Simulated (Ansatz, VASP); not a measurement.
**AlN in two plane-wave programs**

One calculation is typed for both programs; each brings its own data sets and cutoff. How far apart do they land? The cell is taken from a series of VASP runs on this material, whose earlier steps may have relaxed, scaled or displaced it; both programs get it as it stands.

Calculated with Ansatz 0.2.0; plane waves, with VASP 6.6.1 beside it; single point at LDA and band structure at LDA.

### 1. The structure

The structure is hexagonal, space group P6_3mc (No. 186). The conventional cell has a = 3.113 Å, b = 3.113 Å, c = 4.981 Å, α = 90.00°, β = 90.00°, γ = 120.00°. Nearest to Al lie 4 N at 1.89 to 1.90 Å. Nearest to N lie 4 Al at 1.89 to 1.90 Å. Farther neighbours and most contacts between anions are not listed.

Structure file:

```xyz
4
Lattice="3.1130 0.0000 0.0000 -1.5565 2.6959 0.0000 0.0000 0.0000 4.9810" Properties=species:S:1:pos:R:3 pbc="T T T"
Al    0.0000    1.7973    4.9763
Al    1.5565    0.8986    2.4858
N     0.0000    1.7973    1.8974
N     1.5565    0.8986    4.3879
```

### 2. VASP: single point, LDA

A single point gives forces, pressure and levels at one fixed geometry, so differences don't come from the geometry; what else differs is listed under the comparison.

Lines of VASP's logs that name or quote its potential files are left out, and so is its time.

Contents of INCAR:

```
SYSTEM = AlN
PREC = Accurate
ENCUT = 520
EDIFF = 1E-08
NELM = 100
ISMEAR = 0
SIGMA = 0.02
LREAL = .FALSE.
ALGO = Normal
GGA = CA
NBANDS = 14
LORBIT = 11
LWAVE = .FALSE.
LCHARG = .FALSE.
KPAR = 4
```

Contents of POSCAR:

```
AlN
1.0
    3.1130000000      0.0000000000      0.0000000000
   -1.5565000000      2.6959370000      0.0000000000
    0.0000000000      0.0000000000      4.9810000000
Al N
2 2
Direct
    0.3333330000      0.6666670000      0.9990641187
    0.6666670000      0.3333330000      0.4990641187
    0.3333330000      0.6666670000      0.3809358813
    0.6666670000      0.3333330000      0.8809358813
```

Contents of KPOINTS:

```
Automatic mesh
0
Gamma
10 10 6
0 0 0
```

Contents of KPOINTS_OPT:

```
points round the band edges
26
Reciprocal
  0.0000000000   0.0000000000   0.0000000000 1
  0.0000000000   0.0000000000   0.0000000000 1
 -0.0039635947   0.0019817974   0.0000000000 1
  0.0039635947  -0.0019817974   0.0000000000 1
  0.0000000000  -0.0034325736   0.0000000000 1
  0.0000000000   0.0034325736   0.0000000000 1
  0.0000000000   0.0000000000  -0.0063420062 1
  0.0000000000   0.0000000000   0.0063420062 1
 -0.0148634801   0.0074317401   0.0000000000 1
  0.0148634801  -0.0074317401   0.0000000000 1
  0.0000000000  -0.0128721510   0.0000000000 1
  0.0000000000   0.0128721510   0.0000000000 1
  0.0000000000   0.0000000000  -0.0237825231 1
  0.0000000000   0.0000000000   0.0237825231 1
 -0.0039635947   0.0019817974   0.0000000000 1
  0.0039635947  -0.0019817974   0.0000000000 1
  0.0000000000  -0.0034325736   0.0000000000 1
  0.0000000000   0.0034325736   0.0000000000 1
  0.0000000000   0.0000000000  -0.0063420062 1
  0.0000000000   0.0000000000   0.0063420062 1
 -0.0148634801   0.0074317401   0.0000000000 1
  0.0148634801  -0.0074317401   0.0000000000 1
  0.0000000000  -0.0128721510   0.0000000000 1
  0.0000000000   0.0128721510   0.0000000000 1
  0.0000000000   0.0000000000  -0.0237825231 1
  0.0000000000   0.0000000000   0.0237825231 1
```

PAW data sets: Al and N (LDA family, release 64).

On the command line:

```
$ mpirun -np 4 vasp_std
```

Numbers of over 12 decimals in the logs are rounded to 6 here.

Log:

```text
[banner, memory and clock lines left out]
running    4 mpi-ranks, on    1 nodes
 distrk:  each k-point on    1 cores,    4 groups
 distr:  one band on    1 cores,    1 groups

 POSCAR found type information on POSCAR AlN
 POSCAR found :  2 types and       4 ions
 LDA part: xc-table for (Slater(with rela. corr.)+CA(PZ))
 , standard interpolation
 POSCAR, INCAR and KPOINTS ok, starting setup
 FFT: planning ... GRIDC
 FFT: planning ... GRID_SOFT
 FFT: planning ... GRID
 WAVECAR not read
 entering main loop
       N       E                     dE             d eps       ncg     rms          rms(c)
DAV:   1     0.428027499051E+02    0.42803E+02   -0.75068E+03  1568   0.102E+03
DAV:   2    -0.342669340611E+02   -0.77070E+02   -0.70871E+02  2192   0.195E+02
DAV:   3    -0.378522875020E+02   -0.35854E+01   -0.35686E+01  2120   0.437E+01
DAV:   4    -0.378740598190E+02   -0.21772E-01   -0.21770E-01  1730   0.412E+00
DAV:   5    -0.378742783339E+02   -0.21851E-03   -0.21849E-03  2096   0.407E-01    0.122E+01
DAV:   6    -0.329368456001E+02    0.49374E+01   -0.14188E+01  1814   0.274E+01    0.439E+00
DAV:   7    -0.328907176152E+02    0.46128E-01   -0.62872E-01  1820   0.525E+00    0.279E+00
DAV:   8    -0.328351149526E+02    0.55603E-01   -0.81904E-02  1904   0.258E+00    0.382E-01
DAV:   9    -0.328307256094E+02    0.43893E-02   -0.10882E-02  2030   0.738E-01    0.219E-01
DAV:  10    -0.328308924670E+02   -0.16686E-03   -0.74498E-04  1820   0.192E-01    0.110E-01
DAV:  11    -0.328308402202E+02    0.52247E-04   -0.10955E-04  2024   0.830E-02    0.209E-02
DAV:  12    -0.328308398409E+02    0.37928E-06   -0.20815E-06  1958   0.113E-02    0.505E-03
DAV:  13    -0.328308396574E+02    0.18345E-06   -0.11192E-06  2066   0.789E-03    0.110E-03
DAV:  14    -0.328308396758E+02   -0.18395E-07   -0.20022E-08  1772   0.114E-03    0.119E-03
DAV:  15    -0.328308396758E+02   -0.90949E-11   -0.51078E-09  1384   0.575E-04
   1 F= -.32830840E+02 E0= -.32830840E+02  d E =-.896534E-35
 Start KPOINTS_OPT (optional k-point list driver)
k-point batch [1-26\26]
       N       E                     dE             ncg
DAV:   1     0.345485511172E+04    0.22869E+04      728
DAV:   2     0.145550191100E+04   -0.19994E+04     1048
DAV:   3     0.137898819736E+04   -0.76514E+02     1016
DAV:   4     0.137847459094E+04   -0.51361E+00      860
DAV:   5     0.137846755459E+04   -0.70364E-02     1010
DAV:   6     0.137846741021E+04   -0.14438E-03      926
DAV:   7     0.137846740666E+04   -0.35463E-05     1034
DAV:   8     0.137846740656E+04   -0.96800E-07      962
DAV:   9     0.137846740656E+04   -0.16944E-08      820
```

OUTCAR, selected parts (step 2):

```text
ion  position               nearest neighbor table
   1  0.333  0.667  0.999-   4 1.89   4 1.89   4 1.89   3 1.90   2 3.07   2 3.07   2 3.07   2 3.07
                             2 3.07   2 3.07
   2  0.667  0.333  0.499-   3 1.89   3 1.89   3 1.89   4 1.90   1 3.07   1 3.07   1 3.07   1 3.07
                             1 3.07   1 3.07
   3  0.333  0.667  0.381-   2 1.89   2 1.89   2 1.89   1 1.90
   4  0.667  0.333  0.881-   1 1.89   1 1.89   1 1.89   2 1.90

  LATTYP: Found a hexagonal cell.
 ALAT       =     3.1130000000
 C/A-ratio  =     1.6000642467

 Subroutine GETGRP returns: Found 12 space group operations
 (whereof  6 operations were pure point group operations)

The static configuration has the point symmetry C_3v.
 The point group associated with its full space group is C_6v.

 Found     56 irreducible k-points:

   k-points           NKPTS =     56   k-points in BZ     NKDIM =     56   number of bands    NBANDS=     14

   dimension x,y,z NGX =    24 NGY =   24 NGZ =   40
   dimension x,y,z NGXF=    48 NGYF=   48 NGZF=   80

   ENCUT  =  520.0 eV  38.22 Ry    6.18 a.u.   5.79  5.79  9.26*2*pi/ulx,y,z

   NELECT =      16.0000    total number of electrons

 k-points in reciprocal lattice and weights: Automatic mesh
   0.00000000  0.00000000  0.00000000       0.002
   0.10000000  0.00000000  0.00000000       0.010
   0.20000000  0.00000000  0.00000000       0.010
   0.30000000 -0.00000000  0.00000000       0.010
   0.40000000  0.00000000  0.00000000       0.010
   0.50000000 -0.00000000  0.00000000       0.005
   0.10000000  0.10000000  0.00000000       0.010
   0.20000000  0.10000000  0.00000000       0.020
   0.30000000  0.10000000  0.00000000       0.020
[...]
0.40000000  0.20000000  0.50000000       0.010
   0.30000000  0.30000000  0.50000000       0.010

 average (electrostatic) potential at core
       1 -69.9623       2 -69.9622       3 -59.9176       4 -59.9175

 E-fermi :   6.0545

 k-point     1 :       0.0000    0.0000    0.0000
  band No.  band energies     occupation
    ...
      4       5.0090      2.00000
      5       5.0090      2.00000
      6       5.6659      2.00000
      7       5.6659      2.00000
      8       5.8873      2.00000
      9      10.1050      0.00000
     10      12.4129      0.00000
     11      16.3560      0.00000
     12      16.8158      0.00000
     13      16.8158      0.00000
    ...

 k-point     2 :       0.1000    0.0000    0.0000
  band No.  band energies     occupation
    ...
      4       4.4233      2.00000
      5       4.8433      2.00000
      6       5.1040      2.00000
      7       5.6451      2.00000
      8       5.8300      2.00000
      9      10.6661      0.00000
     10      12.9170      0.00000
     11      15.8255      0.00000
     12      16.0355      0.00000
     13      17.1786      0.00000
    ...

 k-point     3 :       0.2000    0.0000    0.0000
  band No.  band energies     occupation
    ...
      4       3.1077      2.00000
      5       3.9966      2.00000
      6       4.4844      2.00000
      7       5.5414      2.00000
      8       5.6226      2.00000
      9      11.6650      0.00000
     10      13.5491      0.00000
     11      14.4316      0.00000
     12      15.4592      0.00000
     13      17.6980      0.00000
    ...

  Total       -1.1184638     -1.1184638     -0.9961536      0.0000000      0.0000000     -0.0000000
  in kB      -42.8673980    -42.8673954    -38.1796119      0.0000000      0.0000000     -0.0000000
  external PRESSURE =     -41.3048018 kB  Pullay stress =       0.0000000 kB

  energy-cutoff  :      520.00
  volume of cell :       41.80
      direct lattice vectors                 reciprocal lattice vectors
     3.113000000  0.000000000  0.000000000     0.321233537  0.185464275  0.000000000
    -1.556500000  2.695937000  0.000000000     0.000000000  0.370928549  0.000000000
     0.000000000  0.000000000  4.981000000     0.000000000  0.000000000  0.200762899

 POSITION                                       TOTAL-FORCE (eV/Angst)
 -----------------------------------------------------------------------------------
     -0.00000      1.79729      4.97634        -0.000000     -0.000000      0.000033
      1.55650      0.89864      2.48584        -0.000000     -0.000000      0.000033
     -0.00000      1.79729      1.89744         0.000000      0.000000     -0.000033
      1.55650      0.89864      4.38794        -0.000000     -0.000000     -0.000033
 -----------------------------------------------------------------------------------
    total drift:                               -0.000851      0.000491      0.000479

  FREE ENERGIE OF THE ION-ELECTRON SYSTEM (eV)
  ---------------------------------------------------
  free  energy   TOTEN  =       -32.8308396758 eV

  energy  without entropy=      -32.8308396758  energy(sigma->0) =      -32.83083968

 total charge
# of ion       s       p       d       tot
------------------------------------------
    1        0.375   0.450   0.000   0.825
    2        0.375   0.450   0.000   0.825
    3        1.210   2.609   0.000   3.819
    4        1.210   2.609   0.000   3.819
--------------------------------------------------
tot          3.169   6.119   0.000   9.288

[... 3 further parts left out ...]
```

The run ends at a pressure of -4.13 GPa.

### 3. Ansatz: single point, LDA

Ansatz runs on its default PAW (the set named soft_2) files.

The same cell, functional (in two slightly different forms), mesh and smearing now go to Ansatz, which takes its cutoff from its data sets.

Contents of input.yaml:

```yaml
crystal:
  lattice:
    - [3.113, 0.0, 0.0]
    - [-1.5565, 2.695937, 0.0]
    - [0.0, 0.0, 4.981]
  atoms:
    - { symbol: Al, position: [0.333333, 0.666667, 0.9990641187] }
    - { symbol: Al, position: [0.666667, 0.333333, 0.4990641187] }
    - { symbol: "N", position: [0.333333, 0.666667, 0.3809358813] }
    - { symbol: "N", position: [0.666667, 0.333333, 0.8809358813] }
hamiltonian:
  xc: lda
  pseudopotentials: { kind: paw }
kpoints:
  mp_grid: { grid: [10, 10, 6] }
scf:
  occupations: { method: gaussian, width: 0.02 }
  n_extra_bands: 5
output:
  forces: true
  stress: true
  eigenvalues: true
```

On the command line:

```
$ ansatz run input.yaml --threads 2 --pin off --max-ram 4608MiB --backend cpu --events-out ev --progress --plain --runs-dir out
```

Log:

```text
Warning: the atoms were moved onto the symmetric positions of the space group found under crystal.symmetry.tolerance 1.0e-5 (fractional; no operation is sought that the atoms, as they stand in a round, miss by more than twice it, and no atom is moved by as much as it), and the run uses the moved positions. Before a round's move an operation carried an atom to 3.11e-6 Å from where it should land, the largest such dist [...]
scf.n_extra_bands = 5 over 8 filled bands (N_el = 16.0): the run solves 13 bands
Engine: ansatz 0.2.0, aarch64-unknown-linux-gnu
Pseudopotentials: kind: paw
Pseudopotential: Al, paw, valence charge 3, recommended cutoff 420 eV (normal), Al.paw.azcp
Pseudopotential: N, paw, valence charge 5, recommended cutoff 420 eV (normal), N.paw.azcp
Functional definition: SPW92
  exchange = slater_x
  correlation = pw_c
Crystal: 4 atoms, lattice volume = 41.803 Å³
Basis set: ecut = 420 eV, 809 PW (Γ)
Bands: 13, of which v1, the nominal top of the filled ones, is band 8 counted from 1 (7 counted from 0)
Symmetry: 12 space group operations
Space group: P63mc (ITA 186), of the structure as read, at distance tolerance 3.5e-5 Å
k-points: 56 of 600 (time reversal used)
Non-local potential: Al, projectors of the file, l = 0: 2, l = 1: 2, l = 2: 1
Non-local potential: N, projectors of the file, l = 0: 2, l = 1: 2, l = 2: 1
PAW form: soft (Blöchl's): semilocal exchange-correlation on the pseudo side does not see the compensation charge
PAW frozen core: Al, regenerated for the run's functional, and the local potential with it (the file was generated under x = pbe(κ = 0.804, μ = 0.219515), c = pbe(β = 0.066725))
PAW frozen core: N, regenerated for the run's functional, and the local potential with it (the file was generated under x = pbe(κ = 0.804, μ = 0.219515), c = pbe(β = 0.066725))
PAW one-centre angular grid: Al, 110 points (default); XC on 64 Gauss nodes
PAW one-centre angular grid: N, 110 points (default); XC on 64 Gauss nodes
Initial density: superposition of atomic densities (neutral atoms: chi_scale 0, normalization atom), corrected by the library's trained network
Initial wavefunctions: pseudopotential atomic-orbital guess
Functional: x = slater, c = lda
SCF iter   1: F=—  HF=-1779.712666 eV  |F-HF|=—  |Δ(HF+E_count)|=         —  Δρ=9.30e-3  dr2=4.17e-2  ethr=1.77e-3  ⟨swp⟩=6.2  Hψ=4880  notcnv=0
preconditioner: auto → none  [insulator: Δε(μ)=4.133 eV  Ē_g=13.547 eV  σ=0.020 eV  W_gap=1.00  n_scr=2 (ndim 8)  ℏωp=23.0 eV  f_vac=0.000  D(μ)=0.00/eV (n_scr^D=0)  ε∞_Penn≈3.9]
SCF iter   2: F=—  HF=-1779.700544 eV  |F-HF|=—  |Δ(HF+E_count)|=   1.21e-2  Δρ=2.60e-3  dr2=2.09e-3  ethr=2.61e-4  ⟨swp⟩=2.4  Hψ=1506  notcnv=0  defer=47
SCF iter   3: F=—  HF=-1779.699845 eV  |F-HF|=—  |Δ(HF+E_count)|=   7.00e-4  Δρ=7.56e-4  dr2=1.02e-4  ethr=1.30e-5  ⟨swp⟩=2.0  Hψ=1038  notcnv=0  defer=56
SCF iter   4: F=—  HF=-1779.699800 eV  |F-HF|=—  |Δ(HF+E_count)|=   4.44e-5  Δρ=2.92e-5  dr2=2.61e-7  ethr=6.39e-7  ⟨swp⟩=2.0  Hψ=1054  notcnv=0  defer=56
SCF iter   5: F=—  HF=-1779.699801 eV  |F-HF|=—  |Δ(HF+E_count)|=   8.62e-7  Δρ=4.59e-6  dr2=4.85e-9  ethr=1.63e-9  ⟨swp⟩=2.0  Hψ=1087  notcnv=0  defer=56
SCF iter   6: F=-1779.699801 eV  HF=-1779.699801 eV  |F-HF|=6.37e-12  |Δ(HF+E_count)|=  9.36e-10  Δρ=3.01e-7  dr2=2.15e-11  ethr=3.03e-11  ⟨swp⟩=5.5  Hψ=3408  notcnv=0
SCF 1 converged in 6 iterations: F = -1779.699801 eV  dr2 = 2.15e-11
  greatest PAW one-centre occupation: 0.780 electrons in one spin orbital (limit 2), on the N atom at site 3 (counted from 0), in its partial waves of l = 0
SCF converged after 6 iterations
Free energy (F): -1779.699801 eV
Harris-Foulkes:  -1779.699801 eV  (|F-HF|=6.37e-12)
Internal energy: -1779.699801 eV  (E = F + TS)
E sigma→0 (E₀):  -1779.699801 eV
Fermi energy:    8.957689 eV
--- Per-component energies (eV) ---
  E_band       = 26.249318
  E_kinetic    = 317.461371
  E_local      = -449.482400  (includes V_loc(G=0)·N_el)
  E_nonlocal   = 114.798743
  E_hartree    = 153.834905
  E_xc         = -201.051284
  E_vxc        = -215.004450  (∫ρ·V_xc dr)
  E_paw        = -1123.863845  (= ΣΔE_a)
  E_vpaw       = -49.193890  (= ΣTr[D̂ρ^β])
  E_aug_tail   = 0.000181  (compensation charges beyond the density's cutoff)
  E_ewald      = -591.668995
  E_core_change = 0.271521  (= ΣΔE_core)
  E_smearing   = -0.000000  (= −TS)
  E_closure    = 0.000000  (closes the sum)
  Σ components = -1779.699801   (vs F -1779.699801, Δ=0.00e0)
--- Forces (eV/Å), atoms counted from 1 ---
  atom   1  Al     0.00000000    -0.00000000     0.00034656
  atom   2  Al     0.00000000     0.00000000     0.00034656
  atom   3  N     -0.00000000     0.00000000    -0.00035084
  atom   4  N      0.00000000    -0.00000000    -0.00035084
  max |Σ_I F_I| component: 8.56e-6 eV/Å
--- Stress (GPa, compression-positive) ---
       -4.847520       0.000000       0.000000
        0.000000      -4.847520       0.000000
        0.000000       0.000000      -4.373899
  P = ⅓ Tr σ = -4.6896 GPa (-46.896 kbar)
--- Band table (eV; the first three rows and the last of 56) ---
  k-point 0: bands = [... 4 lower, 5.9764, 6.6310, 6.6310, 6.8523, 11.0630, 13.3841, 17.3213, 17.7948, ... 1 higher]
  k-point 1: bands = [... 4 lower, 6.0182, 6.2544, 6.5844, 6.5844, 11.5458, 13.4571, 17.1440, 17.7652, ... 1 higher]
  k-point 2: bands = [... 4 lower, 6.1327, 6.1327, 6.4597, 6.4597, 12.4764, 13.5410, 16.8516, 17.8059, ... 1 higher]
  k-point 55: bands = [... 4 lower, 3.1681, 3.1681, 6.0228, 6.0228, 13.8022, 13.8022, 14.9540, 14.9540, ... 1 higher]
```

The job ended after 2.7 s (2 threads of Arm Neoverse N1, shared host; peak memory 0.29 GiB).

Reading the cycles: dr2 is the Hartree energy of the density residual (eV), the measure of convergence; HF is the Harris–Foulkes estimate of the energy, which meets the free energy F at convergence.

The run ends at a pressure of -4.69 GPa, with forces up to 3.5e-4 eV/Å.

### 4. Comparison

Known differences besides the potentials themselves: the two LDA forms differ slightly; the cutoff is 420 eV in Ansatz and 520 eV in VASP; VASP's log shows a relativistic correction to its local exchange, Ansatz's none. Total energies have different zeros and are not compared.

Compared:

```tsv
quantity	Ansatz	VASP	difference
pressure (GPa)	-4.69	-4.13	-0.56
pressure without Ansatz's Pulay correction (GPa)	-5.35	-4.13	-1.22
gap on the k mesh (eV)	4.211	4.218	-0.007
```

A gap on the mesh is an upper bound, since the band edges may lie between its points. Ansatz's pressure holds a Pulay correction of 0.66 GPa; VASP's holds none.

[end of part 1 of 2]

[Lines on the potential files, build, host, timing and source positions are cut from VASP's logs without a mark.]

[Logs are printed without paths, hosts, clocks, repeated set-up lines and the standing remarks that a program may print on its own settings, such as how far it seeks lower states.]

[Hosts, paths, dates, database ids (printed as entryN), source tags and the programs' standing remarks are cut or masked in the printed files.]
